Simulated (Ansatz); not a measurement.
# InSe (P-6m2) in Ansatz: a series of runs, part 2 of 2

Ansatz 0.2.0. The steps go on from the part before.

## Step 5: Band structure, PBEsol

File input.yaml:

```yaml
crystal:
  lattice:
    - [4.0473293151, 0.0, 0.0]
    - [-2.0236646576, 3.5050900044, 0.0]
    - [0.0, 0.0, 18.05206491]
  atoms:
    - { symbol: In, position: [0.3333333333, 0.6666666667, 0.07739049] }
    - { symbol: In, position: [0.3333333333, 0.6666666667, 0.92260951] }
    - { symbol: In, position: [0.0, 0.0, 0.42260632] }
    - { symbol: In, position: [0.0, 0.0, 0.57739368] }
    - { symbol: Se, position: [0.3333333333, 0.6666666667, 0.35298428] }
    - { symbol: Se, position: [0.3333333333, 0.6666666667, 0.64701572] }
    - { symbol: Se, position: [0.6666666667, 0.3333333333, 0.14699993] }
    - { symbol: Se, position: [0.6666666667, 0.3333333333, 0.85300007] }
hamiltonian:
  xc: pbesol
  pseudopotentials: { kind: paw }
kpoints:
  mp_grid: { grid: [8, 8, 2] }
  band_path:
    path:
      - [[0.0, 0.0, 0.0], [0.5, 0.0, 0.0], [0.3333333333, 0.3333333333, 0.0], [0.0, 0.0, 0.0], [0.0, 0.0, 0.5], [0.5, 0.0, 0.5], [0.3333333333, 0.3333333333, 0.5], [0.0, 0.0, 0.5]]
      - [[0.5, 0.0, 0.5], [0.5, 0.0, 0.0]]
      - [[0.3333333333, 0.3333333333, 0.0], [0.3333333333, 0.3333333333, 0.5]]
    npoints: 10
scf:
  occupations: { method: fermi_dirac, width: 0.05 }
  n_extra_bands: 20
output:
  forces: true
  stress: true
  eigenvalues: true
  fatbands: false
```

Potentials or basis: Ansatz PAW.

Launch:

```sh
> ansatz run input.yaml --threads 4 --pin off --max-ram 11264MiB --backend cpu --events-out ev --progress --plain --runs-dir out
```

Log:

```text
Warning: RAYON_NUM_THREADS=4 ignored (pool sized by the plan → 4); use --threads N
scf.n_extra_bands = 20 over 58 filled bands (N_el = 116.0): the run solves 78 bands
Engine: ansatz 0.2.0, aarch64-unknown-linux-gnu
Pseudopotentials: kind: paw
Pseudopotential: In, paw, valence charge 13, recommended cutoff 420 eV (normal), In.paw.azcp
Pseudopotential: Se, paw, valence charge 16, recommended cutoff 420 eV (normal), Se.paw.azcp
Functional definition: PBEsol
  exchange = pbesol_x
  correlation = pbesol_c
Crystal: 8 atoms, lattice volume = 256.091 Å³
Basis set: ecut = 420 eV, 4981 PW (Γ), exchange–correlation on 60×60×250 points (8 copies of the dense FFT grid, shifted against one another)
Bands: 78, of which v1, the nominal top of the filled ones, is band 58 counted from 1 (57 counted from 0)
Symmetry: 12 space group operations
Space group: P-6m2 (ITA 187), of the structure as read, at distance tolerance 6.4e-5 Å
k-points: 20 of 128 (time reversal used)
Non-local potential: In, projectors of the file, l = 0: 2, l = 1: 2, l = 2: 2, l = 3: 2
Non-local potential: Se, projectors of the file, l = 0: 2, l = 1: 2, l = 2: 3, l = 3: 1
PAW form: soft (Blöchl's): semilocal exchange-correlation on the pseudo side does not see the compensation charge
PAW frozen core: In, regenerated for the run's functional, and the local potential with it (the file was generated under x = pbe(κ = 0.804, μ = 0.2195149727645171), c = pbe(β = 0.06672455060314922))
PAW frozen core: Se, regenerated for the run's functional, and the local potential with it (the file was generated under x = pbe(κ = 0.804, μ = 0.2195149727645171), c = pbe(β = 0.06672455060314922))
PAW one-centre angular grid: In, 590 points (default); XC on 64 Gauss nodes
PAW one-centre angular grid: Se, 590 points (default); XC on 64 Gauss nodes
Initial density: superposition of atomic densities (neutral atoms: chi_scale 0, normalization atom), corrected by the library's trained network
Initial wavefunctions: pseudopotential atomic-orbital guess
Functional: x = pbesol(κ = 0.804, μ = 0.12345679012345678), c = pbesol(β = 0.046)
SCF iter   1: F=—  HF=-43802.287903 eV  |F-HF|=—  |Δ(HF+E_count)|=         —  Δρ=4.13e-3  dr2=8.26e-2  ethr=1.77e-3  ⟨swp⟩=6.0  Hψ=6347  notcnv=0  defer=112
preconditioner: auto → Resta (q_TF=auto, 2.391 Å⁻¹)  ε∞=2.8  [insulator: Δε(μ)=0.630 eV  Ē_g=15.266 eV  σ=0.050 eV  W_gap=1.00  n_scr=66 (ndim 8)  ℏωp=20.2 eV  f_vac=0.164  D(μ)=0.00/eV (n_scr^D=0)  ε∞_Penn≈2.8]
SCF iter   2: F=—  HF=-43802.267948 eV  |F-HF|=—  |Δ(HF+E_count)|=   2.00e-2  Δρ=1.43e-3  dr2=6.69e-3  ethr=7.12e-5  ⟨swp⟩=3.0  Hψ=2601  notcnv=0  defer=268
SCF iter   3: F=—  HF=-43802.267090 eV  |F-HF|=—  |Δ(HF+E_count)|=   8.58e-4  Δρ=6.73e-4  dr2=1.46e-3  ethr=5.77e-6  ⟨swp⟩=2.0  Hψ=2007  notcnv=0  defer=268
SCF iter   4: F=—  HF=-43802.267229 eV  |F-HF|=—  |Δ(HF+E_count)|=   1.39e-4  Δρ=1.88e-4  dr2=1.19e-4  ethr=1.26e-6  ⟨swp⟩=2.0  Hψ=1582  notcnv=0  defer=268
SCF iter   5: F=—  HF=-43802.267310 eV  |F-HF|=—  |Δ(HF+E_count)|=   8.04e-5  Δρ=4.12e-5  dr2=4.98e-6  ethr=1.02e-7  ⟨swp⟩=2.0  Hψ=1644  notcnv=0  defer=268
SCF iter   6: F=—  HF=-43802.267289 eV  |F-HF|=—  |Δ(HF+E_count)|=   2.02e-5  Δρ=8.20e-6  dr2=2.72e-7  ethr=4.29e-9  ⟨swp⟩=3.0  Hψ=2451  notcnv=0  defer=268
SCF iter   7: F=-43802.267290 eV  HF=-43802.267290 eV  |F-HF|=8.05e-9  |Δ(HF+E_count)|=   3.99e-7  Δρ=3.12e-6  dr2=6.03e-8  ethr=8.62e-11  ⟨swp⟩=11.4  Hψ=8393  notcnv=0
SCF 1 converged in 7 iterations: F = -43802.267290 eV  dr2 = 6.03e-8
NSCF: frozen V_eff on 93 k-points
SCF converged after 7 iterations
Free energy (F): -43802.267290 eV
Harris-Foulkes:  -43802.267290 eV  (|F-HF|=8.05e-9)
Internal energy: -43802.267255 eV  (E = F + TS)
E sigma→0 (E₀):  -43802.267273 eV
Entropy (-TS):   -0.000034 eV (-0.004 meV/atom)
Fermi energy:    6.149277 eV
--- Per-component energies (eV) ---
  E_band       = -1962.636308
  E_kinetic    = 1444.380662
  E_local      = -16979.740739  (includes V_loc(G=0)·N_el)
  E_nonlocal   = -896.912881
  E_hartree    = 7799.579209
  E_xc         = -1264.589417
  E_vxc        = -788.337394  (∫ρ·V_xc dr)
  E_paw        = -23808.281898  (= ΣΔE_a)
  E_vpaw       = -341.181938  (= ΣTr[D̂ρ^β])
  E_aug_tail   = -0.002316  (compensation charges beyond the density's cutoff)
  E_ewald      = -10101.677288
  E_core_change = 4.977412  (= ΣΔE_core)
  E_smearing   = -0.000034  (= −TS)
  E_closure    = 0.000000  (closes the sum)
  Σ components = -43802.267290   (vs F -43802.267290, Δ=0.00e0)
--- Forces (eV/Å), atoms counted from 1 ---
  atom   1  In    -0.00000000    -0.00000000    -0.06098629
  atom   2  In    -0.00000000     0.00000000     0.06098629
  atom   3  In    -0.00000000     0.00000000     0.06053280
  atom   4  In    -0.00000000    -0.00000000    -0.06053280
  atom   5  Se     0.00000000    -0.00000000    -0.01244267
  atom   6  Se     0.00000000    -0.00000000     0.01244267
  atom   7  Se     0.00000000     0.00000000     0.01268787
  atom   8  Se     0.00000000     0.00000000    -0.01268787
  max |Σ_I F_I| component: 2.31e-17 eV/Å
--- Stress (GPa, compression-positive) ---
       -0.914171       0.000000       0.000000
        0.000000      -0.914171       0.000000
        0.000000       0.000000      -0.544695
  P = ⅓ Tr σ = -0.7910 GPa (-7.910 kbar)
--- Band table (eV; the first three rows and the last of 20) ---
  k-point 0: bands = ["-41.4267", "-41.4267", "-41.4267", "-41.4267", "-41.4226", "-41.4226", "-41.4226", "-41.4226", "-41.3919", "-41.3919", "-41.3919", "-41.3919", "-41.3878", "-41.3878", "-41.3878", "-41.3878", "-41.3791", "-41.3791", "-41.3750", "-41.3750", "-8.6655", "-8.6623", "-8.4746", "-8.4746", "-8.4715", "-8.4715", "-8.3901", "-8.3901", "-8.3870", "-8.3870", "-8.3792", "-8.3792", "-8.3761", "-8.3761", "-8.2034", "-8.2034", "-8.2001", "-8.2001", "-8.1963", "-8.1921", "-7.2951", "-7.2203", "-7.1450", "-7.0674", "-0.0863", "0.0589", "2.0788", "2.5263", "4.7310", "4.7310", "4.7777", "4.7777", "4.8084", "4.8084", "4.8364", "4.8574", "4.8574", "5.8023", "6.4430", "7.2482", "7.9461", "7.9906", "10.2423", "10.2423", "10.2726", "10.2726", "11.4812", "11.4812", "11.5297", "11.5297", "11.5550", "11.6428", "12.6139", "13.2566", "13.7385", "14.0815", "14.8181", "14.8181"]
  k-point 1: bands = ["-41.4267", "-41.4267", "-41.4267", "-41.4267", "-41.4226", "-41.4226", "-41.4226", "-41.4226", "-41.3919", "-41.3919", "-41.3919", "-41.3919", "-41.3878", "-41.3878", "-41.3878", "-41.3878", "-41.3791", "-41.3791", "-41.3750", "-41.3750", "-8.6655", "-8.6623", "-8.4746", "-8.4746", "-8.4715", "-8.4715", "-8.3901", "-8.3901", "-8.3870", "-8.3870", "-8.3792", "-8.3792", "-8.3761", "-8.3761", "-8.2034", "-8.2034", "-8.2002", "-8.2002", "-8.1958", "-8.1926", "-7.2681", "-7.2652", "-7.0988", "-7.0957", "-0.0199", "-0.0157", "2.2879", "2.2941", "4.7466", "4.7466", "4.7487", "4.7487", "4.8385", "4.8385", "4.8407", "4.8407", "5.2302", "5.2423", "6.9291", "6.9445", "7.9716", "7.9785", "10.2557", "10.2557", "10.2586", "10.2586", "11.5043", "11.5043", "11.5068", "11.5068", "11.5874", "11.5945", "12.8786", "12.8912", "13.9479", "13.9862", "14.8961", "14.8961"]
  k-point 2: bands = ["-41.4267", "-41.4267", "-41.4267", "-41.4267", "-41.4226", "-41.4226", "-41.4225", "-41.4225", "-41.3919", "-41.3919", "-41.3919", "-41.3919", "-41.3878", "-41.3878", "-41.3878", "-41.3878", "-41.3791", "-41.3791", "-41.3750", "-41.3750", "-8.6668", "-8.6636", "-8.5256", "-8.5219", "-8.4724", "-8.4693", "-8.4565", "-8.4525", "-8.3834", "-8.3802", "-8.3797", "-8.3765", "-8.3717", "-8.3685", "-8.2371", "-8.2337", "-8.2046", "-8.2014", "-8.1380", "-8.1347", "-7.1363", "-7.0659", "-6.9984", "-6.9248", "-0.0044", "0.1146", "2.0740", "2.3515", "3.8592", "3.9625", "4.0152", "4.2822", "4.5378", "4.5980", "4.6365", "4.7001", "5.0714", "5.7429", "7.2838", "7.7794", "8.6149", "8.6654", "9.5704", "9.6630", "10.3980", "10.4352", "10.8266", "10.9388", "11.7489", "11.8046", "11.8685", "11.9620", "12.4879", "13.0540", "13.5280", "14.2354", "14.4145", "14.6357"]
  k-point 19: bands = ["-41.4266", "-41.4266", "-41.4265", "-41.4265", "-41.4225", "-41.4225", "-41.4224", "-41.4224", "-41.3919", "-41.3919", "-41.3919", "-41.3919", "-41.3878", "-41.3878", "-41.3878", "-41.3878", "-41.3790", "-41.3790", "-41.3749", "-41.3749", "-8.7876", "-8.7845", "-8.6951", "-8.6920", "-8.6007", "-8.5974", "-8.4904", "-8.4872", "-8.3845", "-8.3814", "-8.3369", "-8.3338", "-8.3310", "-8.3278", "-8.2460", "-8.2428", "-8.2267", "-8.2235", "-8.0394", "-8.0359", "-6.0042", "-6.0007", "-5.9346", "-5.9310", "-0.1792", "-0.1770", "0.6024", "0.6031", "2.2863", "2.2946", "2.6247", "2.6377", "3.4498", "3.4521", "3.9731", "3.9976", "4.3406", "4.3755", "7.9346", "7.9438", "8.3784", "8.3816", "9.3863", "9.4196", "10.4063", "10.4946", "11.2418", "11.2544", "11.9872", "12.0041", "12.9035", "13.0759", "13.3073", "13.5261", "13.8902", "14.0274", "14.3851", "14.4606"]
```

It took 35 s on 4 threads of Arm Neoverse V2, shared host; peak memory 1.3 GiB.

Results:

```yaml
Free_energy: -43802.2673 eV
Pressure: -0.8 GPa
Largest_force: 0.061 eV/Å
Band_gap_on_the_k_mesh: 0.64 eV, direct
Band_gap_along_the_path: 0.64 eV, direct
```

Forces on the atoms (eV/Å):
```
In   0.000  0.000 -0.061
In   0.000  0.000  0.061
In   0.000  0.000  0.061
In   0.000  0.000 -0.061
Se   0.000  0.000 -0.012
Se   0.000  0.000  0.012
Se   0.000  0.000  0.013
Se   0.000  0.000 -0.013
```

Levels at the corners of the path, in eV from the valence-band top:
| point | band 55 | band 56 | band 57 | band 58 | band 59 | band 60 | band 61 | band 62 |
| --- | --- | --- | --- | --- | --- | --- | --- | --- |
| Γ | -0.97 | -0.94 | -0.94 | 0.00 | 0.64 | 1.45 | 2.14 | 2.19 |
| M | -1.94 | -1.87 | -1.46 | -1.33 | 1.65 | 1.66 | 1.88 | 1.89 |
| K | -1.78 | -1.76 | -1.55 | -1.52 | 2.08 | 2.09 | 2.61 | 2.66 |
| Γ | -0.97 | -0.94 | -0.94 | 0.00 | 0.64 | 1.45 | 2.14 | 2.19 |
| A | -0.96 | -0.96 | -0.57 | -0.56 | 1.13 | 1.14 | 2.17 | 2.18 |
| L | -1.90 | -1.90 | -1.39 | -1.35 | 1.56 | 1.64 | 1.88 | 2.02 |
| H | -1.86 | -1.77 | -1.55 | -1.46 | 2.05 | 2.10 | 2.61 | 2.68 |
| A | -0.96 | -0.96 | -0.57 | -0.56 | 1.13 | 1.14 | 2.17 | 2.18 |
| L | -1.90 | -1.90 | -1.39 | -1.35 | 1.56 | 1.64 | 1.88 | 2.02 |
| M | -1.94 | -1.87 | -1.46 | -1.33 | 1.65 | 1.66 | 1.88 | 1.89 |
| K | -1.78 | -1.76 | -1.55 | -1.52 | 2.08 | 2.09 | 2.61 | 2.66 |
| H | -1.86 | -1.77 | -1.55 | -1.46 | 2.05 | 2.10 | 2.61 | 2.68 |

Caveat: spin-orbit coupling is left out, which moves the levels of the heavy elements; this functional lacks dispersion, which binds the layers, so the pressure and a relaxed spacing across them are unreliable; the PAW data sets come from PBE, with cores solved anew for the run's functional, which leaves a small shift of forces and pressure.

## Step 6: Band structure, r2SCAN

input.yaml, as its differences from that of step 5:

```diff
@@ -15,3 +15,3 @@
 hamiltonian:
-  xc: pbesol
+  xc: r2scan
   pseudopotentials: { kind: paw }
```

Potentials or basis: Ansatz PAW.

Launch:

```sh
> ansatz run input.yaml --threads 4 --pin off --max-ram 11264MiB --backend cpu --events-out ev --progress --plain --runs-dir out
```

Log:

```text
[... 81 lines left out ...]
  k-point 2: bands = ["-42.2600", "-42.2600", "-42.2600", "-42.2600", "-42.2549", "-42.2549", "-42.2549", "-42.2549", "-42.2267", "-42.2267", "-42.2267", "-42.2267", "-42.2217", "-42.2217", "-42.2217", "-42.2217", "-42.2136", "-42.2136", "-42.2086", "-42.2086", "-9.3870", "-9.3826", "-9.2416", "-9.2368", "-9.1890", "-9.1846", "-9.1692", "-9.1643", "-9.0948", "-9.0939", "-9.0903", "-9.0895", "-9.0834", "-9.0790", "-8.9360", "-8.9314", "-8.9034", "-8.8989", "-8.8331", "-8.8285", "-7.7096", "-7.6362", "-7.5668", "-7.4899", "-0.2220", "-0.0919", "1.9636", "2.2845", "3.7147", "3.8224", "3.8543", "4.1054", "4.3563", "4.4167", "4.4566", "4.5203", "4.9517", "5.6126", "7.5958", "8.0706", "9.0349", "9.0801", "9.8552", "9.9451", "10.6569", "10.6934", "11.2276", "11.3447", "12.2025", "12.2191", "12.2852", "12.4182", "12.9424", "13.5453", "13.9786", "14.7217", "14.9094", "15.0778"]
  k-point 19: bands = ["-42.2599", "-42.2599", "-42.2598", "-42.2598", "-42.2548", "-42.2548", "-42.2547", "-42.2547", "-42.2268", "-42.2268", "-42.2267", "-42.2267", "-42.2217", "-42.2217", "-42.2217", "-42.2217", "-42.2134", "-42.2134", "-42.2084", "-42.2084", "-9.5086", "-9.5043", "-9.4113", "-9.4069", "-9.3194", "-9.3149", "-9.2053", "-9.2008", "-9.0960", "-9.0915", "-9.0480", "-9.0435", "-9.0420", "-9.0375", "-8.9468", "-8.9423", "-8.9273", "-8.9228", "-8.7319", "-8.7272", "-6.5411", "-6.5365", "-6.4681", "-6.4635", "-0.3824", "-0.3786", "0.4517", "0.4543", "2.1011", "2.1095", "2.4408", "2.4538", "3.2689", "3.2721", "3.7933", "3.8163", "4.1759", "4.2105", "8.0886", "8.1011", "8.6434", "8.6495", "9.6560", "9.6865", "10.7358", "10.8327", "11.6531", "11.6757", "12.4505", "12.4733", "13.3884", "13.5920", "13.7524", "14.0114", "14.3967", "14.5587", "14.9065", "15.0349"]
```

bands.tsv:

```text
[... 115 lines left out ...]
```

Wall time 63 s (4 threads of Arm Neoverse V2, shared host); peak memory 1.9 GiB.

Results:

- Free energy: -44365.2180 eV
- Pressure: -0.1 GPa
- Largest force: 0.029 eV/Å
- Band gap on the k mesh: 1.14 eV, direct
- Band gap along the path: 1.14 eV, direct

Forces in eV/Å, atoms in the order of the input:
```
In   0.000  0.000  0.023
In   0.000  0.000 -0.023
In   0.000  0.000 -0.023
In   0.000  0.000  0.023
Se   0.000  0.000 -0.029
Se   0.000  0.000  0.029
Se   0.000  0.000  0.029
Se   0.000  0.000 -0.029
```

Levels at the corners of the path, in eV from the valence-band top:
```tsv
point	band 55	band 56	band 57	band 58	band 59	band 60	band 61	band 62
Γ	-1.00	-1.00	-0.93	0.00	1.14	1.89	2.73	2.77
M	-1.98	-1.93	-1.48	-1.35	1.99	2.08	2.21	2.30
K	-1.84	-1.82	-1.59	-1.56	2.36	2.36	3.01	3.06
Γ	-1.00	-1.00	-0.93	0.00	1.14	1.89	2.73	2.77
A	-1.01	-1.01	-0.52	-0.51	1.56	1.58	2.75	2.76
L	-1.97	-1.97	-1.42	-1.38	1.94	1.99	2.27	2.39
H	-1.92	-1.83	-1.59	-1.51	2.33	2.38	3.01	3.07
A	-1.01	-1.01	-0.52	-0.51	1.56	1.58	2.75	2.76
L	-1.97	-1.97	-1.42	-1.38	1.94	1.99	2.27	2.39
M	-1.98	-1.93	-1.48	-1.35	1.99	2.08	2.21	2.30
K	-1.84	-1.82	-1.59	-1.56	2.36	2.36	3.01	3.06
H	-1.92	-1.83	-1.59	-1.51	2.33	2.38	3.01	3.07
```

Caveat: spin-orbit coupling is left out, which moves the levels of the heavy elements; the PAW data sets come from PBE, with cores solved anew for the run's functional, which leaves a small shift of forces and pressure.

## Step 7: The runs side by side

| level | k mesh | cutoff (eV) | gap on the mesh (eV) | pressure (GPa) | largest force (eV/Å) |
| --- | --- | --- | --- | --- | --- |
| PBEsol | 8 × 8 × 2 | 420 | 0.64 | -0.8 | 0.06 |
| PBE | 6 × 6 × 2 | 420 | 0.73 | 1.4 | 0.24 |
| LDA | 8 × 8 × 2 | 420 | 0.50 | -2.3 | 0.15 |
| r2SCAN | 8 × 8 × 2 | 500 | 1.14 | -0.1 | 0.03 |

Alike in all rows: task band structure; potentials or basis Ansatz PAW; no spin polarisation; cell as given; smearing fermi-dirac 0.05 eV.

On the cell as given the gap runs from 0.50 eV (LDA) to 1.14 eV (r2SCAN); the meshes differ, which moves gaps too. The pressure there spans -2.3 GPa (LDA) to 1.4 GPa (PBE); a positive pressure means that this level wants a larger cell, a negative one a smaller.

Caveats: spin-orbit coupling is left out, which moves the levels of the heavy elements; the PAW data sets come from PBE, with cores solved anew for the run's functional, which leaves a small shift of forces and pressure (some runs); this functional lacks dispersion, which binds the layers, so the pressure and a relaxed spacing across them are unreliable (some runs).

Absolute energies hang on the potentials; compare differences alone.
